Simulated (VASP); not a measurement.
**AgCl (Chlorargyrite): relaxation of cell and atoms with r2SCAN**

Crystal: AgCl (Chlorargyrite).

```xyz
2
Lattice="0.0000 2.7730 2.7730 2.7730 0.0000 2.7730 2.7730 2.7730 0.0000" Properties=species:S:1:pos:R:3 pbc="T T T"
Ag    0.0000    2.7730    2.7730
Cl    2.7730    2.7730    2.7730
```

```
Program                : VASP 6.6.1
Task                   : relaxation of cell and atoms
Functional             : r2SCAN
Potentials or basis    : VASP PAW PBE potentials, release 64 (Ag, Cl)
Cutoff                 : 600 eV
k mesh                 : 8 × 8 × 8
Occupations            : gaussian, width 0.03 eV
Spin                   : no spin polarisation
Further INCAR settings : ALGO = Normal; EDIFF = 1e-07; IBRION = 2; EDIFFG = -0.005; NSW = 90; ISIF = 3
```

| Property | Result |
| --- | --- |
| Relaxed volume | 21.30 Å³/atom |
| Relaxed cell | a = 3.920 Å, b = 3.920 Å, c = 3.920 Å, α = 60.00°, β = 60.00°, γ = 60.00° |
| Space group after relaxing (to 0.05 Å) | Fm-3m (No. 225) |
| Energy gained by relaxing | 0.0 meV/atom |
| Ionic steps | 2 |
| Pressure after relaxing | 0.0 GPa |
| Band gap on the k mesh | 1.42 eV, indirect (least direct gap 3.71 eV) |

Final structure:
```
Ag Cl
1.0
     0.00000    2.77200    2.77200
     2.77200    0.00000    2.77200
     2.77200    2.77200    0.00000
Ag Cl
1 1
Direct
  0.00000 0.00000 0.00000
  0.50000 0.50000 0.50000
```

Levels at points of the mesh, in eV from the valence-band top:
| k point | band 7 | band 8 | band 9 | band 10 | band 11 | band 12 |
| --- | --- | --- | --- | --- | --- | --- |
| (0.00, 0.00, 0.00) | -2.44 | -2.39 | -2.39 | 1.42 | 11.34 | 11.34 |
| (0.50, 0.00, 0.00) | -1.76 | 0.00 | 0.00 | 4.70 | 7.17 | 8.27 |
| (0.50, 0.50, 0.00) | -1.96 | -1.96 | -1.85 | 2.93 | 8.35 | 9.25 |

Run time: 74 s on 1 thread of Intel(R) Xeon(R) 6975P-C (Granite Rapids), with other jobs on the host, peak memory 0.2 GiB.

Caveat: the PAW data sets were made with another functional, which shifts forces and pressure a little. r2SCAN opens gaps a little over a GGA but as a rule still falls short of measured ones.
